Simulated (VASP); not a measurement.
# Input and output of a VASP PBE single-point calculation on CsSnI3 (strained cubic perovskite)

INCAR

```
LASPH = .TRUE.
PREC = Accurate
LREAL = .FALSE.
LCHARG = .FALSE.
LWAVE = .FALSE.
ISMEAR = -1
NELM = 120
IBRION = -1
EDIFF = 1E-7
NBANDS = 30
ENCUT = 520
GGA = PE
ISIF = 2
SIGMA = 0.02
NSW = 0
```

KPOINTS

```
KPOINTS created by Atomic Simulation Environment
0
Gamma
4 4 4
0 0 0
```

KPOINTS_OPT

```
special points
4
Reciprocal
0.0000000000 0.0000000000 0.0000000000 1
0.0000000000 0.5000000000 0.0000000000 1
0.5000000000 0.5000000000 0.0000000000 1
0.5000000000 0.5000000000 0.5000000000 1
```

POSCAR

```
Cs Sn I
 1.0000000000000000
     5.9918310765999996    0.0000000000000000    0.0000000000000000
     0.0000000000000000    5.9918310765999996    0.0000000000000000
     0.0000000000000000    0.0000000000000000    5.9918310765999996
 Cs  Sn  I
   1   1   3
Cartesian
  0.0000000000000000  0.0000000000000000  0.0000000000000000
  2.9959155382999998  2.9959155382999998  2.9959155382999998
  2.9959155382999998  2.9959155382999998  0.0000000000000000
  2.9959155382999998  0.0000000000000000  2.9959155382999998
  0.0000000000000000  2.9959155382999998  2.9959155382999998
```

VASP ran with the recommended PBE PAW datasets (44 valence electrons in the cell).

Command

```
mpirun -np 1 vasp_std
```

OSZICAR

```
N       E                     dE             d eps       ncg     rms          rms(c)
DAV:   1     0.357924016096E+03    0.35792E+03   -0.18293E+04   600   0.136E+03
DAV:   2     0.341090044335E+02   -0.32382E+03   -0.30865E+03   684   0.299E+02
DAV:   3    -0.117033123462E+02   -0.45812E+02   -0.45112E+02   722   0.118E+02
DAV:   4    -0.137723127469E+02   -0.20690E+01   -0.20624E+01   744   0.287E+01
DAV:   5    -0.138308699332E+02   -0.58557E-01   -0.58547E-01   908   0.475E+00    0.542E+00
DAV:   6    -0.136685013722E+02    0.16237E+00   -0.26343E-01   800   0.277E+00    0.353E+00
DAV:   7    -0.136596500015E+02    0.88514E-02   -0.25221E-01   802   0.206E+00    0.866E-01
DAV:   8    -0.136597266358E+02   -0.76634E-04   -0.39667E-02   726   0.128E+00    0.329E-01
DAV:   9    -0.136599573119E+02   -0.23068E-03   -0.22493E-03   754   0.375E-01    0.863E-02
DAV:  10    -0.136601374471E+02   -0.18014E-03   -0.33432E-04   744   0.947E-02    0.314E-02
DAV:  11    -0.136601935509E+02   -0.56104E-04   -0.22641E-04   748   0.106E-01    0.407E-02
DAV:  12    -0.136601893331E+02    0.42178E-05   -0.19485E-05   740   0.231E-02    0.280E-02
DAV:  13    -0.136601876673E+02    0.16658E-05   -0.23285E-06   786   0.908E-03    0.138E-02
DAV:  14    -0.136601864663E+02    0.12010E-05   -0.32766E-06   814   0.134E-02    0.142E-03
DAV:  15    -0.136601865780E+02   -0.11174E-06   -0.36672E-07   692   0.265E-03    0.221E-03
DAV:  16    -0.136601867841E+02   -0.20607E-06   -0.43730E-08   426   0.176E-03    0.159E-03
DAV:  17    -0.136601867540E+02    0.30084E-07   -0.12957E-08   414   0.126E-03
   1 F= -.13660187E+02 E0= -.13659590E+02  d E =-.119358E-02
       N       E                     dE             ncg
DAV:   1     0.129284057266E+04   -0.24870E+04      240
DAV:   2     0.298863383232E+02   -0.12630E+04      272
DAV:   3    -0.144073953769E+03   -0.17396E+03      306
DAV:   4    -0.151399167017E+03   -0.73252E+01      278
DAV:   5    -0.151637924352E+03   -0.23876E+00      362
DAV:   6    -0.151639818210E+03   -0.18939E-02      302
DAV:   7    -0.151639893118E+03   -0.74909E-04      376
DAV:   8    -0.151639893598E+03   -0.47956E-06      308
DAV:   9    -0.151639893608E+03   -0.98830E-08      216
```

From OUTCAR

```
k-points           NKPTS =     10   k-points in BZ     NKDIM =     10   number of bands    NBANDS=     30

   NELECT =      44.0000    total number of electrons

   dimension x,y,z NGX =    48 NGY =   48 NGZ =   48
   dimension x,y,z NGXF=    96 NGYF=   96 NGZF=   96

  energy-cutoff  :      520.00
  volume of cell :      215.12
      direct lattice vectors                 reciprocal lattice vectors
     5.991831077  0.000000000  0.000000000     0.166893891  0.000000000  0.000000000
     0.000000000  5.991831077  0.000000000     0.000000000  0.166893891  0.000000000
     0.000000000  0.000000000  5.991831077     0.000000000  0.000000000  0.166893891

 k-points in reciprocal lattice and weights: KPOINTS created by Atomic Simulation Env
   0.00000000  0.00000000  0.00000000       0.016
   0.25000000  0.00000000  0.00000000       0.094
   0.50000000  0.00000000  0.00000000       0.047
   0.25000000  0.25000000  0.00000000       0.188
   0.50000000  0.25000000  0.00000000       0.188
   0.50000000  0.50000000  0.00000000       0.047
   0.25000000  0.25000000  0.25000000       0.125
   0.50000000  0.25000000  0.25000000       0.188
   ...

 E-fermi :   4.1143

 k-point     1 :       0.0000    0.0000    0.0000
  band No.  band energies     occupation
      1     -18.5311      2.00000
      2     -18.2656      2.00000
      3     -18.2656      2.00000
      4     -18.2285      2.00000
      5     -18.2285      2.00000
      6     -18.2285      2.00000
      7      -9.9804      2.00000
      8      -9.0076      2.00000
      9      -9.0076      2.00000
     10      -5.3506      2.00000
     11      -5.3506      2.00000
     12      -5.3506      2.00000
     13      -2.2872      2.00000
     14      -1.4543      2.00000
     15      -1.4543      2.00000
     16      -1.4543      2.00000
     17       1.2060      2.00000
     18       1.2060      2.00000
     19       1.2060      2.00000
     20       1.4372      2.00000
     21       1.4372      2.00000
     22       1.4372      2.00000
     23       5.9532      0.00000
     24       6.6328      0.00000
     25       6.6328      0.00000
     26       6.9514      0.00000
     27       6.9514      0.00000
     28       6.9514      0.00000
     29       9.1454      0.00000
     30       9.1454      0.00000

 k-point     2 :       0.2500    0.0000    0.0000
  band No.  band energies     occupation
      1     -18.5307      2.00000
      2     -18.2656      2.00000
      3     -18.2642      2.00000
      4     -18.2287      2.00000
      5     -18.2287      2.00000
      6     -18.2285      2.00000
      7      -9.8832      2.00000
      8      -9.1409      2.00000
      9      -9.0051      2.00000
     10      -5.3440      2.00000
     11      -5.3440      2.00000
     12      -5.3313      2.00000
     13      -3.0985      2.00000
     14      -1.3951      2.00000
     15      -1.3951      2.00000
     16      -0.1840      2.00000
     17       1.0757      2.00000
     18       1.0757      2.00000
     19       1.0921      2.00000
     20       1.3319      2.00000
     21       1.3319      2.00000
     22       1.4809      2.00000
     23       6.6161      0.00000
     24       6.9238      0.00000
     25       7.1764      0.00000
     26       7.1856      0.00000
     27       7.2106      0.00000
     28       7.5925      0.00000
     29       7.5925      0.00000
     30       8.8280      0.00000

 k-point     3 :       0.5000    0.0000    0.0000
  band No.  band energies     occupation
      1     -18.5303      2.00000
      2     -18.2656      2.00000
      3     -18.2627      2.00000
      4     -18.2288      2.00000
      5     -18.2288      2.00000
      6     -18.2285      2.00000
      7      -9.7301      2.00000
      8      -9.3299      2.00000
      9      -9.0026      2.00000
     10      -5.3373      2.00000
     11      -5.3373      2.00000
     12      -5.3161      2.00000
     13      -3.4655      2.00000
     14      -1.3300      2.00000
     15      -1.3300      2.00000
     16       0.3557      2.00000
     17       0.9205      2.00000
     18       0.9205      2.00000
     19       0.9873      2.00000
     20       1.2584      2.00000
     21       1.2584      2.00000
     22       2.3632      2.00000
     23       4.9682      0.00000
     24       7.6737      0.00000
     25       7.6962      0.00000
     26       7.8034      0.00000
     27       7.8673      0.00000
     28       8.0013      0.00000
     29       8.6190      0.00000
     30       8.6190      0.00000

 k-point     4 :       0.2500    0.2500    0.0000
  band No.  band energies     occupation
      1     -18.5303      2.00000
      2     -18.2649      2.00000
      3     -18.2634      2.00000
      4     -18.2288      2.00000
      5     -18.2287      2.00000
      6     -18.2287      2.00000
      7      -9.7865      2.00000
      8      -9.1778      2.00000
      9      -9.0819      2.00000
     10      -5.3444      2.00000
     11      -5.3381      2.00000
     12      -5.3276      2.00000
     13      -3.6764      2.00000
     14      -1.3218      2.00000
     15      -0.5624      2.00000
     16      -0.0134      2.00000
     17       0.6792      2.00000
     18       0.9984      2.00000
     19       1.1583      2.00000
     20       1.2309      2.00000
     21       1.5719      2.00000
     22       1.6022      2.00000
     23       6.7496      0.00000
     24       6.9457      0.00000
     25       7.0863      0.00000
     26       7.3665      0.00000
     27       7.5421      0.00000
     28       7.6813      0.00000
     29       7.8411      0.00000
     30       8.4528      0.00000

 k-point     5 :       0.5000    0.2500    0.0000
  band No.  band energies     occupation
      1     -18.5299      2.00000
      2     -18.2647      2.00000
      3     -18.2622      2.00000
      4     -18.2290      2.00000
      5     -18.2288      2.00000
      6     -18.2287      2.00000
      7      -9.6268      2.00000
      8      -9.3311      2.00000
      9      -9.1058      2.00000
     10      -5.3401      2.00000
     11      -5.3322      2.00000
     12      -5.3309      2.00000
     13      -4.0192      2.00000
     14      -1.2392      2.00000
     15      -0.2540      2.00000
     16       0.0830      2.00000
     17       0.7490      2.00000
     18       0.8681      2.00000
     19       1.0403      2.00000
     20       1.2138      2.00000
     21       1.5762      2.00000
     22       2.5668      2.00000
     23       4.8385      0.00000
     24       6.7593      0.00000
     25       7.9439      0.00000
     26       7.9919      0.00000
     27       8.0521      0.00000
     28       8.0623      0.00000
     29       8.1963      0.00000
     30       8.8629      0.00000

 k-point     6 :       0.5000    0.5000    0.0000
  band No.  band energies     occupation
      1     -18.5296      2.00000
      2     -18.2642      2.00000
      3     -18.2612      2.00000
      4     -18.2291      2.00000
      5     -18.2288      2.00000
      6     -18.2288      2.00000
      7      -9.4014      2.00000
      8      -9.3323      2.00000
      9      -9.3323      2.00000
     10      -5.3428      2.00000
     11      -5.3428      2.00000
     12      -5.3271      2.00000
     13      -4.3772      2.00000
     14      -1.1336      2.00000
     15      -0.1262      2.00000
     16       0.7867      2.00000
     17       0.7867      2.00000
     18       0.8173      2.00000
     19       0.8173      2.00000
     20       1.0969      2.00000
     21       1.9181      2.00000
     22       3.3473      2.00000
     23       4.6389      0.00000
     24       4.6389      0.00000
     25       7.9530      0.00000
     26       8.1743      0.00000
     27       8.1743      0.00000
     28       8.8437      0.00000
     29       8.9870      0.00000
     30       9.0419      0.00000

 k-point     7 :       0.2500    0.2500    0.2500
  band No.  band energies     occupation
      1     -18.5300      2.00000
      2     -18.2634      2.00000
      3     -18.2634      2.00000
      4     -18.2288      2.00000
      5     -18.2288      2.00000
      6     -18.2288      2.00000
      7      -9.6962      2.00000
      8      -9.1727      2.00000
      9      -9.1727      2.00000
     10      -5.3525      2.00000
     11      -5.3525      2.00000
     12      -5.3217      2.00000
     13      -4.1770      2.00000
     14      -0.4811      2.00000
     15      -0.4811      2.00000
     16       0.0272      2.00000
     17       0.5863      2.00000
     18       0.5863      2.00000
     19       1.5424      2.00000
     20       1.5522      2.00000
     21       1.5522      2.00000
     22       1.5721      2.00000
     23       6.5654      0.00000
     24       6.5654      0.00000
     25       6.7835      0.00000
     26       7.2901      0.00000
     27       7.4805      0.00000
     28       7.4805      0.00000
     29       8.4840      0.00000
     30       8.7224      0.00000

 ...

  Total        4.3281050      4.3281050      4.3281050     -0.0000000     -0.0000000      0.0000000
  in kB       32.2351491     32.2351491     32.2351491     -0.0000000     -0.0000000      0.0000000
  external PRESSURE =      32.2351491 kB  Pullay stress =       0.0000000 kB

 POSITION                                       TOTAL-FORCE (eV/Angst)
 -----------------------------------------------------------------------------------
      0.00000      0.00000      0.00000         0.000000      0.000000      0.000000
      2.99592      2.99592      2.99592         0.000000      0.000000      0.000000
      2.99592      2.99592      0.00000         0.000000      0.000000      0.000000
      2.99592      0.00000      2.99592         0.000000      0.000000      0.000000
      0.00000      2.99592      2.99592         0.000000      0.000000      0.000000
 -----------------------------------------------------------------------------------
    total drift:                                0.000000     -0.000000     -0.000000

  FREE ENERGIE OF THE ION-ELECTRON SYSTEM (eV)
  ---------------------------------------------------
  free  energy   TOTEN  =       -13.6601867540 eV

  energy  without entropy=      -13.6589931740  energy(sigma->0) =      -13.65958996
```

```yaml
gap_between_bands_v_and_c: 0.00 eV
least_direct_gap: 0.00 eV
pressure: 3.2 GPa
```

Band v is the last that the valence electrons fill when counted band by band, and c is the next.

The run took about 78 s on one core of a shared host (Intel Xeon Platinum 8488C) and held 0.37 GiB at most.
